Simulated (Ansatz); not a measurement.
Runs of Ansatz 0.2.0 on Te. It takes space group P3_121 (No. 152, trigonal). The conventional cell has a = 4.454 Å, b = 4.454 Å, c = 5.924 Å, α = 90.00°, β = 90.00°, γ = 120.00°. Around Te (site symmetry 2) lie 2 Te at 2.86 Å. 

| cell | target pressure (GPa) | gap on the mesh (eV) | pressure (GPa) |
| --- | --- | --- | --- |
| relaxed to 5 GPa | 5 | (a) | 5.0 |
| relaxed to 2 GPa | 2 | 0.45 | 2.0 |
| relaxed | 0 | 0.46 | 0.0 |
| relaxed to 30 GPa | 30 | none | 30.0 |
| relaxed to 20 GPa | 20 | none | 20.0 |

Alike in all rows: task relaxation of cell and atoms; level PBEsol; potentials or basis Ansatz PAW; no spin polarisation; k mesh 7 × 7 × 5; cutoff (eV) 420; smearing fermi-dirac 0.05 eV.

**Question.** Estimate the missing entries.

**Answer.** (a) 0.31.

Caveats: the plane-wave basis is chosen anew once the cell has moved, so the energies of steps on either side of that aren't comparable; the PAW data sets come from PBE, with cores solved anew for the run's functional, which leaves a small shift of forces and pressure; odd divisions of the mesh miss points on the zone boundary, where band edges often lie, so the gap on the mesh can be too wide (some runs); spin-orbit coupling is left out, which moves the levels of the heavy elements (some runs).

A k mesh can miss the band edges, and the runs leave out spin-orbit coupling on Te.

A gap of «none» marks a metal or a gap under the smearing width.
